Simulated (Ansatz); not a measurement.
Input of an Ansatz 0.2.0 run:

Contents of input.yaml:

```yaml
crystal:
  lattice:
    - [4.97558882, 0.0, 0.0]
    - [0.0, 4.97558882, 0.0]
    - [0.0, 0.0, 6.90088944]
  atoms:
    - { symbol: Si, position: [0.80324656, 0.80324656, 0.5] }
    - { symbol: Si, position: [0.69675344, 0.30324656, 0.25] }
    - { symbol: Si, position: [0.30324656, 0.69675344, 0.75] }
    - { symbol: Si, position: [0.19675344, 0.19675344, 0.0] }
    - { symbol: O, position: [0.76175763, 0.11038707, 0.43204156] }
    - { symbol: O, position: [0.88961293, 0.23824237, 0.06795844] }
    - { symbol: O, position: [0.11038707, 0.76175763, 0.56795844] }
    - { symbol: O, position: [0.26175763, 0.38961293, 0.81795844] }
    - { symbol: O, position: [0.23824237, 0.88961293, 0.93204156] }
    - { symbol: O, position: [0.73824237, 0.61038707, 0.31795844] }
    - { symbol: O, position: [0.38961293, 0.26175763, 0.18204156] }
    - { symbol: O, position: [0.61038707, 0.73824237, 0.68204156] }
hamiltonian:
  xc: pbe
  pseudopotentials: { kind: paw }
kpoints:
  mp_grid: { grid: [6, 6, 4] }
scf:
  occupations: { method: fermi_dirac, width: 0.05 }
output:
  forces: true
  stress: true
  eigenvalues: true
  write_density: true
  write_potential: true
  elf: true
  volumetric_format: npy
relax:
  f_tol: 0.01
  max_steps: 40
  cell: { stress_tol: 0.05 }
```

Potentials or basis: Ansatz PAW.

The run is started by

```sh
$ ansatz run input.yaml --threads 4 --pin off --max-ram 11264MiB --backend cpu --events-out ev --progress --plain --runs-dir out
```

Question: Predict the relaxed cell.

Answer: a = 5.083 Å, b = 5.083 Å, c = 7.098 Å, α = 90.00°, β = 90.00°, γ = 90.00°.

Question: Predict the band gap on the k mesh.

Answer: 5.51 eV, direct.

Final structure:
```yaml
crystal:
  lattice:
    - [5.08310, 0.00000, 0.00000]
    - [0.00000, 5.08310, 0.00000]
    - [0.00000, 0.00000, 7.09821]
  atoms:
    - { symbol: Si, position: [0.79396, 0.79396, 0.50000] }
    - { symbol: Si, position: [0.70604, 0.29396, 0.25000] }
    - { symbol: Si, position: [0.29396, 0.70604, 0.75000] }
    - { symbol: Si, position: [0.20604, 0.20604, 0.00000] }
    - { symbol: O, position: [0.75886, 0.09367, 0.42433] }
    - { symbol: O, position: [0.90633, 0.24114, 0.07567] }
    - { symbol: O, position: [0.09367, 0.75886, 0.57567] }
    - { symbol: O, position: [0.25886, 0.40633, 0.82567] }
    - { symbol: O, position: [0.24114, 0.90633, 0.92433] }
    - { symbol: O, position: [0.74114, 0.59367, 0.32567] }
    - { symbol: O, position: [0.40633, 0.25886, 0.17433] }
    - { symbol: O, position: [0.59367, 0.74114, 0.67433] }
```

Caveat: the plane-wave basis is chosen anew once the cell has moved, so the energies of steps on either side of that aren't comparable. A k mesh can miss the band edges.
